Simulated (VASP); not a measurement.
## MoS2: single point with PBE+D3(BJ)

MoS2, a slab with vacuum:

```
S Mo
1.0
     3.15424    0.00000    0.00000
    -1.57712    2.73165    0.00000
     0.00000    0.00000   32.26302
S Mo
2 1
Direct
  0.33333 0.66667 0.45142
  0.33333 0.66667 0.54858
  0.66667 0.33333 0.50000
```

```json
{"Program": "VASP 6.6.1", "Task": "single point", "Functional": "PBE", "Dispersion": "D3(BJ)", "Potentials or basis": "VASP PAW PBE potentials, release 64 (S, Mo_sv)", "Cutoff": "520 eV", "k mesh": "12 × 12 × 1", "Occupations": "gaussian, width 0.02 eV", "Spin": "no spin polarisation", "Dipole correction": "yes", "Further INCAR settings": "ALGO = Fast; EDIFF = 1e-06; NBANDS = 20"}
```

```json
{
  "Largest force": "0.009 eV/Å",
  "Band gap on the k mesh": "1.78 eV, direct",
  "Dispersion energy per atom": "-0.319 eV",
  "Ionisation potential of the upper face": "5.89 eV"
}
```

Forces in eV/Å, atoms in the order of the input:
```
S    0.000  0.000  0.009
S    0.000  0.000 -0.009
Mo   0.000  0.000  0.000
```

Levels at points of the mesh, in eV from the valence-band top:
```csv
k point,band 11,band 12,band 13,band 14,band 15,band 16
"(0.00, 0.00, 0.00)",-1.45,-1.45,-0.09,2.84,2.84,3.07
"(0.50, 0.00, 0.00)",-1.95,-0.91,-0.65,2.35,2.85,3.92
```

Run time: 2.5 min on 1 thread of Intel(R) Xeon(R) Platinum 8259CL CPU @ 2.50GHz (Skylake/Cascade Lake) (shared host), peak memory 0.42 GiB.
